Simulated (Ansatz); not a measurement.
## Phonon dispersion of MgS

Theory: DFT PBE+D3(BJ), scalar-relativistic, plane waves, PAW (Ansatz). Plane waves to 420 eV; Γ-centred k mesh 6×6×2; fixed occupations. No spin polarisation. Phonons by linear response, acoustic sum rule imposed.

Relaxed structure:
```yaml
crystal:
  lattice:
    - [3.99127, 0.00000, 0.00000]
    - [-1.99564, 3.45654, 0.00000]
    - [0.00000, 0.00000, 12.91212]
  atoms:
    - { symbol: Mg, position: [0.66667, 0.33333, 0.03823] }
    - { symbol: Mg, position: [0.00000, 0.00000, 0.28734] }
    - { symbol: Mg, position: [0.00000, 0.00000, 0.78734] }
    - { symbol: Mg, position: [0.33333, 0.66667, 0.53823] }
    - { symbol: S, position: [0.66667, 0.33333, 0.22687] }
    - { symbol: S, position: [0.00000, 0.00000, 0.97652] }
    - { symbol: S, position: [0.00000, 0.00000, 0.47652] }
    - { symbol: S, position: [0.33333, 0.66667, 0.72687] }
```

The structure comes from a generated guess, relaxed at this level; another structure or a mixture of phases may lie lower. The q mesh is coarse, so values between its points are rough.

Force constants from linear response on a 2×2×1 q mesh.

Q: Is the structure dynamically stable on this mesh?

A: Yes, on this mesh: no mode is imaginary.

Q: Give the frequencies (cm⁻¹; i marks imaginary ones) at the irreducible q points, in fractions of the reciprocal vectors, the Γ row without the LO field.

A:
```csv
q,star,frequencies
0.000 0.000 0.000,1,0 0 0 60 60 63 63 81 81 165 170 273 332 340 340 341 341 344 344 345 345 346 397 403
0.000 -0.500 0.000,3,78 90 96 104 106 119 145 150 250 250 281 289 335 335 339 340 340 340 342 343 344 352 354 359
```
